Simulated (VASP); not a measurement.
# WS2 in VASP: further runs, part 2 of 2

VASP 6.6.1.

### 6 Single point, PBE0

Input file POSCAR:

```
WS2
1.0
    3.1835163552      0.0000000000      0.0000000000
   -1.5917581776      2.7570060369      0.0000000000
    0.0000000000      0.0000000000     16.9505778900
W S
1 2
Direct
    0.0000000000      0.0000000000      0.0000000000
    0.3333333333      0.6666666667      0.0920005100
    0.3333333333      0.6666666667      0.9079994900
```

Input file INCAR.step1:

```
ALGO = Normal ; EDIFF = 1E-5
ENCUT = 350 ; GGA = PE
ISIF = 2 ; ISMEAR = 0
LASPH = T ; LREAL = F
LWAVE = T ; NBANDS = 21
NELM = 100 ; NKRED = 2
PREC = Accurate ; SIGMA = 0.01
```

Input file INCAR.step2:

```
AEXX = 0.25 ; ALGO = Normal
EDIFF = 1E-6 ; ENCUT = 350
GGA = PE ; ISIF = 2
ISMEAR = 0 ; ISTART = 1
LASPH = T ; LCHARG = F
LHFCALC = T ; LREAL = F
LWAVE = F ; NBANDS = 21
NELM = 100 ; NKRED = 2
PREC = Accurate ; PRECFOCK = Fast
SIGMA = 0.01
```

Input file KPOINTS:

```
k-points
0
Gamma
  8 8 2
```

Potentials or basis: VASP PAW PBE potentials, release 64 (W_sv, S).

On the command line:

```
$ cat potpaw_PBE.64/W_sv/POTCAR potpaw_PBE.64/S/POTCAR > POTCAR
$ cp INCAR.step1 INCAR
$ mpirun -np 1 vasp_std > vasp.out
$ cp INCAR.step2 INCAR
$ mpirun -np 1 vasp_std > vasp.out
```

OUTCAR:

```text
AEXX = 0.25
   EDIFF = 1E-6
   ENCUT = 350
   GGA = PE
   ISIF = 2
   ISMEAR = 0
   ISTART = 1
   LASPH = T
   LHFCALC = T
   LREAL = F
   NELM = 100
   NKRED = 2
   PREC = Accurate
   PRECFOCK = Fast

 Found     20 irreducible k-points:

 Following reciprocal coordinates:
            Coordinates               Weight
  0.000000  0.000000  0.000000      1.000000
  0.125000  0.000000  0.000000      6.000000
  0.250000  0.000000  0.000000      6.000000
  0.375000  0.000000  0.000000      6.000000
  0.500000  0.000000  0.000000      3.000000
  0.125000  0.125000  0.000000      6.000000
   k-points           NKPTS =     20   k-points in BZ     NKDIM =    128   number of bands    NBANDS=     21
   number of dos      NEDOS =    301   number of ions     NIONS =      3
   total plane-waves  NPLWV =  43200
   dimension x,y,z NGX =    20 NGY =   20 NGZ =  108
   dimension x,y,z NGXF=    40 NGYF=   40 NGZF=  216
   ions per type =               1   2
   NGX,Y,Z   is equivalent  to a cutoff of  10.44, 10.44, 10.59 a.u.
   NGXF,Y,Z  is equivalent  to a cutoff of  20.89, 20.89, 21.18 a.u.
 SYSTEM =  unknown system
   PREC   = accura    normal or accurate (medium, high low for compatibility)
   ISTART =      1    job   : 0-new  1-cont  2-samecut
   ICHARG =      0    charge: 1-file 2-atom 10-const
   ISPIN  =      1    spin polarized calculation?
   LNONCOLLINEAR =      F non collinear calculations
   LSORBIT =      F    spin-orbit coupling
   LASPH  =      T    aspherical Exc in radial PAW
   ENCUT  =  350.0 eV  25.72 Ry    5.07 a.u.   4.86  4.86 25.86*2*pi/ulx,y,z
   NELM   =    100;   NELMIN=  2; NELMDL=  0     # of ELM steps
   EDIFF  = 0.1E-05   stopping-criterion for ELM
   LREAL  =      F    real-space projection
   EDIFFG = 0.1E-04   stopping-criterion for IOM
   NSW    =      0    number of steps for IOM
   IBRION =     -1    ionic relax: 0-MD 1-quasi-New 2-CG
   NFREE  =      0    steps in history (QN), initial steepest desc. (CG)
   ISIF   =      2    stress and relaxation
   ISYM   =      3    0-nonsym 1-usesym 2-fastsym
   POTIM  = 0.5000    time-step for ionic-motion
   TEBEG  =    0.0;   TEEND  =   0.0 temperature during run
   PSTRESS=    0.0 pullay stress
   NELECT =      26.0000    total number of electrons
   NUPDOWN=      -1.0000    fix difference up-down
   EMIN   =  10.00;   EMAX   =-10.00  energy-range for DOS
   EFERMI =   0.00;   METHOD = LEGACY
   ISMEAR =     0;   SIGMA  =   0.01  broadening in eV -4-tet -1-fermi 0-gaus
   EFERMI_NEDOS =   21; number of points for ismear=-14 and -15
   IALGO  =     38    algorithm
   IMIX   =      1    mixing-type and parameters
     AMIX     =   0.40;   BMIX     =  1.00
     AMIX_MAG =   1.60;   BMIX_MAG =  1.00
  volume/ion in A,a.u.               =      49.59       334.66
  Fermi-wavevector in a.u.,A,eV,Ry     =   0.915285  1.729637 11.398226  0.837746
  Thomas-Fermi vector in A             =   2.040009
   LORBIT       =      0    0 simple, 1 ext, 2 COOP (PROOUT), +10 PAW based schemes
   GGA     = PE    functional components
   LHFCALC =     T    Hartree Fock is set to
   PRECFOCK=fast      Normal, Fast or Accurate (Low or Medium for compatibility)
   ENCUT4O =  -1.0   cutoff for four orbital integrals eV
   NKREDX  =     2    reduce k-point grid by
   NKREDY  =     2    reduce k-point grid by
   NKREDZ  =     2    reduce k-point grid by
   AEXX    =    0.2500 exact exchange contribution
   HFSCREEN=    0.0000 screening length (either q_TF or 0.3 A-1)
   HFSCREENC=   0.0000 screening length for correlation (either q_TF or 0.3 A-1)
   ENCUTFOCK=  -1.0 apply spherical cutoff to Coloumb kernel
   IVDW    =     0    specifies the selected vdW correction
   LEPSILON=     F    determine dielectric tensor
   LRPA    =     F    only Hartree local field effects (RPA)
 non-spin polarized calculation
 Gauss-broadening in eV      SIGMA  =   0.01
  energy-cutoff  :      350.00
  volume of cell :      148.77
 maximum number of plane-waves:      2236
 NGX is ok and might be reduce to    20
  NGX = 12; NGY = 12; NGZ = 64

 number of electron      26.0000002 magnetization

 Free energy of the ion-electron system (eV)
  ---------------------------------------------------
  ext. energy  EPLUGINS =         0.00000000
  ---------------------------------------------------
  free energy    TOTEN  =       -30.43122785 eV

  energy without entropy =      -30.43122785  energy(sigma->0) =      -30.43122785

 E-fermi :  -1.9613     XC(G=0):  -3.4999

 val. band max:       -2.0103318774   @ k =   0.0000   0.0000   0.0000
 cond. band min:       1.3752167288   @ k =   0.3750   0.2500   0.5000
 fundamental gap:      3.3855486062
 Fermi energy:        -1.9612636404

 k-point     1 :       0.0000    0.0000    0.0000
  band No.  band energies     occupation
      1     -80.0730      2.00000
      2     -42.8513      2.00000
      3     -42.6644      2.00000
      4     -42.6644      2.00000
      5     -18.4773      2.00000
      6     -16.6499      2.00000
[... 13 lines left out ...]
     20       4.9680      0.00000
     21       5.8467      0.00000

 k-point     2 :       0.1250    0.0000    0.0000
  band No.  band energies     occupation
      1     -80.0680      2.00000
      2     -42.8380      2.00000
      3     -42.7207      2.00000
      4     -42.6803      2.00000
      5     -18.2001      2.00000
      6     -16.5545      2.00000
[... 13 lines left out ...]
     20       5.8046      0.00000
     21       6.4618      0.00000

 k-point     3 :       0.2500    0.0000    0.0000
  band No.  band energies     occupation
      1     -80.0620      2.00000
      2     -42.8742      2.00000
      3     -42.8143      2.00000
      4     -42.7137      2.00000
      5     -17.4584      2.00000
      6     -16.2919      2.00000
[... 13 lines left out ...]
     20       6.6821      0.00000
     21       7.6970      0.00000

 k-point     4 :       0.3750    0.0000    0.0000
  band No.  band energies     occupation
      1     -80.0525      2.00000
      2     -43.0134      2.00000
      3     -42.7827      2.00000
      4     -42.7492      2.00000
      5     -16.5820      2.00000
      6     -15.9970      2.00000
[... 13 lines left out ...]
     20       6.9145      0.00000
     21       7.8814      0.00000

 k-point     5 :       0.5000    0.0000    0.0000
  band No.  band energies     occupation
      1     -80.0511      2.00000
      2     -43.0790      2.00000
      3     -42.7761      2.00000
      4     -42.7633      2.00000
      5     -16.1465      2.00000
      6     -15.8581      2.00000
[... 13 lines left out ...]
     20       7.5989      0.00000
     21       8.7122      0.00000

 k-point     6 :       0.1250    0.1250    0.0000
  band No.  band energies     occupation
      1     -80.0626      2.00000
      2     -42.8257      2.00000
      3     -42.8194      2.00000
      4     -42.7045      2.00000
      5     -17.6889      2.00000
      6     -16.3738      2.00000
[... 13 lines left out ...]
     20       6.5524      0.00000
     21       7.8752      0.00000

 [... further k-points ...]

------------------------ aborting loop because EDIFF is reached ----------------------------------------

  FORCE on cell =-STRESS in cart. coord.  units (eV):
  Direction    XX          YY          ZZ          XY          YZ          ZX
  --------------------------------------------------------------------------------------
  -------------------------------------------------------------------------------------
  Total       -1.3537011     -1.3537011     -0.9723573      0.0000000     -0.0000000      0.0000000
  in kB      -14.5782050    -14.5782050    -10.4714582      0.0000000     -0.0000000      0.0000000
  external PRESSURE =     -13.2092894 kB  Pullay stress =       0.0000000 kB

 VOLUME and BASIS-vectors are now :
 -----------------------------------------------------------------------------
  energy-cutoff  :      350.00
  volume of cell :      148.77
      direct lattice vectors                 reciprocal lattice vectors
     3.183516355  0.000000000  0.000000000     0.314118066  0.181356150  0.000000000
    -1.591758178  2.757006037  0.000000000     0.000000000  0.362712300  0.000000000
     0.000000000  0.000000000 16.950577890     0.000000000  0.000000000  0.058995039

 POSITION                                       TOTAL-FORCE (eV/Angst)
 -----------------------------------------------------------------------------------
      0.00000      0.00000      0.00000         0.000000     -0.000000      0.000000
     -0.00000      1.83800      1.55946        -0.000000      0.000000     -0.263184
     -0.00000      1.83800     15.39112        -0.000000      0.000000      0.263184
 -----------------------------------------------------------------------------------
    total drift:                               -0.000004      0.000002     -0.000000

  FREE ENERGIE OF THE ION-ELECTRON SYSTEM (eV)
  ---------------------------------------------------
  free  energy   TOTEN  =       -30.4312278499 eV

  energy  without entropy=      -30.4312278499  energy(sigma->0) =      -30.43122785
```

Run time: 2.8 min. Hardware: 1 thread of Intel Xeon 6975P-C (Granite Rapids), shared host; peak memory 0.24 GiB.

These settings aren't checked as converged: the numbers below hold their error.

Results:

| Quantity | Value |
| --- | --- |
| Free energy | -30.4312 eV |
| Largest force | 0.263 eV/Å |
| Band gap on the k mesh | 3.39 eV, indirect (least direct gap 3.60 eV) |

Caveat: the PAW data sets were made with another functional, which shifts forces and pressure a little; spin-orbit coupling is left out, which moves the levels of the heavy elements.
